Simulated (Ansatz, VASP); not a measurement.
**One calculation of Ta, two programs**

File INCAR:

```
SYSTEM = Ta
PREC = Accurate
ENCUT = 520
EDIFF = 1E-7
ISMEAR = -1
SIGMA = 0.1
LREAL = .False.
LASPH = .True.
NELM = 60
ALGO = Normal
ISIF = 2
LWAVE = .False.
LCHARG = .False.
GGA = RP
NBANDS = 12
```

The input KPOINTS:

```
Automatic mesh
0
Gamma
  22 22 22
  0 0 0
```

POSCAR

```
Ta
1.0
   -1.7346474396      1.7346474396      1.7346474396
    1.7346474396     -1.7346474396      1.7346474396
    1.7346474396      1.7346474396     -1.7346474396
Ta
1
Direct
    0.0000000000      0.0000000000      0.0000000000
```

Input for Ansatz:

```yaml
crystal:
  lattice:
    - [-1.7346474396, 1.7346474396, 1.7346474396]
    - [1.7346474396, -1.7346474396, 1.7346474396]
    - [1.7346474396, 1.7346474396, -1.7346474396]
  atoms:
    - { symbol: Ta, position: [0.0, 0.0, 0.0] }
hamiltonian:
  xc: rpbe
  pseudopotentials:
    kind: paw
    azcp:
      Ta: "pseudopotentials/Ta.paw.azcp"
basis:
  ecutwfc: 420
  fft_grid_basis: typed
kpoints:
  mp_grid: { grid: [22, 22, 22], shift: [0, 0, 0] }
magnetization:
  spin_polarized: false
scf:
  occupations: { method: fermi_dirac, width: 0.1 }
output:
  stress: true
```

Alike in both runs: task single point; functional RPBE; k mesh 22 × 22 × 22; occupations fermi-dirac, width 0.1 eV; no spin polarisation.

|  | VASP | Ansatz |
| --- | --- | --- |
| version | VASP 6.6.1 | Ansatz 0.2.0 |
| potentials or method | VASP PAW PBE potentials, release 64 (Ta_pv) | plane waves (420 eV) with PAW, scalar-relativistic |
| plane-wave cutoff (eV) | 520 | 420 |
| valence electrons in the cell | 11 | 13 |

|  | VASP | Ansatz | Ansatz less VASP |
| --- | --- | --- | --- |
| pressure (GPa) | -17.1 | -17.1 | +0.04 |

With one functional, cell and mesh, what is left measures potentials, basis and numerics. The two sets of potentials don't hold the same shells in valence.

Caveats: so large a pressure means that the cell lies far from this level's equilibrium, or that cutoff or potentials fall short (VASP); the potentials were made for another functional, which shifts forces and pressure (VASP). Spin-orbit coupling is left out, which matters for the levels of Ta.
